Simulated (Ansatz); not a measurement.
Level of theory: DFT PBE, scalar-relativistic, plane waves, PAW in Ansatz. All cells share a 420 eV cutoff and Γ-centred k meshes spaced about 0.3 Å⁻¹ or finer (0.25 for metals, 2π included). No spin polarisation.

All energies are static (0 K, no zero-point motion).

Compare these two cells of GaH, each relaxed at this level.

1.

```cif
data_structure
_symmetry_space_group_name_H-M 'Pmmn:1'
_symmetry_Int_Tables_number 59
_cell_length_a 2.8257
_cell_length_b 3.8794
_cell_length_c 5.7110
_cell_angle_alpha 90.000
_cell_angle_beta 90.000
_cell_angle_gamma 90.000
_cell_volume 62.60
loop_
_atom_site_label
_atom_site_type_symbol
_atom_site_symmetry_multiplicity
_atom_site_Wyckoff_symbol
_atom_site_fract_x
_atom_site_fract_y
_atom_site_fract_z
_atom_site_occupancy
Ga1 Ga 2 b 0.50000 0.00000 0.86760 1
H1 H 2 a 0.00000 0.00000 0.67287 1
```

2.

```cif
data_structure
_symmetry_space_group_name_H-M 'P6/mmm'
_symmetry_Int_Tables_number 191
_cell_length_a 2.7853
_cell_length_b 2.7853
_cell_length_c 3.5382
_cell_angle_alpha 90.000
_cell_angle_beta 90.000
_cell_angle_gamma 120.000
_cell_volume 23.77
loop_
_atom_site_label
_atom_site_type_symbol
_atom_site_symmetry_multiplicity
_atom_site_Wyckoff_symbol
_atom_site_fract_x
_atom_site_fract_y
_atom_site_fract_z
_atom_site_occupancy
Ga1 Ga 1 a 0.00000 0.00000 0.00000 1
H1 H 1 b 0.00000 0.00000 0.50000 1
```

Question: Which is lower in energy, and by how much?

Answer: Cell 2 is lower, by 82 meV/atom. Cell 1 has space group Pmmn (No. 59), 15.7 Å³/atom and no gap on its mesh; cell 2 has space group P6/mmm (No. 191), 11.9 Å³/atom and no gap. Counting H atoms around Ga (those within 1.25 times the shortest such distance or 1.15 times the sum of covalent radii), cell 1 and cell 2 both have Ga 2. Even the lower one lies +0.21 eV/atom against the reference forms of the elements (uncorrected), so neither is stable at this level. Both come from trial cells of a structure search.

Weakly bound directions are ill-defined at this level, which has no dispersion term (Pmmn), and this can change margins and order among such cells. With hydrogen, zero-point motion can shift such differences by 10 meV/atom or more. With atoms moved at random, cell 1 (by 76 meV/atom) fell into a lower structure and cell 2 came back.
